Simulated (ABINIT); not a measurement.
BN in ABINIT: convergence with k mesh

The system is BN.

```xyz
2
Lattice="1.2511 0.7223 3.3729 -1.2511 0.7223 3.3729 0.0000 -1.4447 3.3729" Properties=species:S:1:pos:R:3 pbc="T T T"
N     0.0391    0.0429    6.7377
B    -0.0334   -0.0240    0.0514
```

The cell is a database's computed one.

The cell isn't the ideal one: atoms moved at random, drawn with an rms of 0.05 Å.

| Property | Result |
| --- | --- |
| Program | ABINIT 10.8.3 (patched build) |
| Task | single point |
| Functional | PBE |
| Potentials or basis | SG15 NC PBE v1.2 |
| Cutoff | 1088 eV |
| k mesh | 2 × 2 × 2 |
| Occupations | gaussian, width 0.05 eV |
| Spin | no spin polarisation |

These are the settings of the first run; the series varies k mesh, with any setting tied to it.

Hardware: 1 thread of Arm Neoverse V1, on a shared host.

| k mesh | energy less the tightest run, at zero smearing (meV/atom) | pressure (GPa) | largest force (eV/Å) | gap on the mesh (eV) | SCF cycles | CPU time (s) | peak memory (GiB) |
| --- | --- | --- | --- | --- | --- | --- | --- |
| 2 × 2 × 2 | 802.73 | 15.05 | 4.262 | 3.544 | 10 | 3.2 | 0.06 |
| 4 × 4 × 4 | 9.94 | 5.07 | 3.743 | 3.904 | 10 | 17 | 0.07 |
| 5 × 5 × 5 | 3.77 | 5.23 | 3.677 | 4.241 | 10 | 32 | 0.08 |
| 6 × 6 × 6 | 0.19 | 5.17 | 3.668 | 3.796 | 10 | 55 | 0.08 |
| 7 × 7 × 7 | 0.16 | 5.18 | 3.670 | 3.963 | 10 | 87 | 0.1 |
| 8 × 8 × 8 | 0.04 | 5.18 | 3.667 | 3.760 | 10 | 130 | 0.11 |
| 10 × 10 × 10 | 0.00 | 5.18 | 3.667 | 3.720 | 10 | 250 | 0.16 |
| 12 × 12 × 12 | 0.00 | 5.18 | 3.667 | 3.753 | 10 | 430 | 0.23 |

Against the tightest run, the energy stays within 1 meV/atom from 6 × 6 × 6 on; the pressure stays within 0.1 GPa from 5 × 5 × 5 on; the largest force stays within 0.005 eV/Å from 6 × 6 × 6 on. Not settled before the last step: the gap on the mesh (to 0.01 eV). Meshes of other sizes hit other points, so gaps and Fermi surfaces needn't settle smoothly. The tightest run that finished is the yardstick and may itself not be fully converged.
